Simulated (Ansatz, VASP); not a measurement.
One calculation of V, two programs

```
V
1.0
    -1.46761    1.46761    1.53570
     1.46761   -1.46761    1.53570
     1.46761    1.46761   -1.53570
V
1
Direct
  0.00000 0.00000 0.00000
```

Change from the starting cell: strain -0.030 along x and y, +0.015 along z, atoms carried along.

Alike in both runs: task single point; functional PBEsol; k mesh 22 × 22 × 22; occupations gaussian, width 0.15 eV; no spin polarisation.

|  | VASP | Ansatz |
| --- | --- | --- |
| version | VASP 6.6.1 | Ansatz 0.2.0 |
| potentials or method | VASP PAW PBE potentials, release 64 (V_sv) | scalar-relativistic, plane waves, PAW |
| plane-wave cutoff (eV) | 520 | 420 |
| valence electrons in the cell | 13 | 13 |

|  | VASP | Ansatz | Ansatz less VASP |
| --- | --- | --- | --- |
| gap on the k mesh at the Fermi level (eV) | none | none | - |
| pressure (GPa) | -3.6 | -3.8 | -0.20 |
| largest component of the traceless stress (GPa) | 4.00 | 4.00 | +0.005 |

A gap of «none» marks a metal or a gap that the smearing closes. The functional is the same, so the differences come from potentials, cutoffs and numerics.

Caveats: the PAW data sets were made with another functional, which shifts forces and pressure a little (VASP).
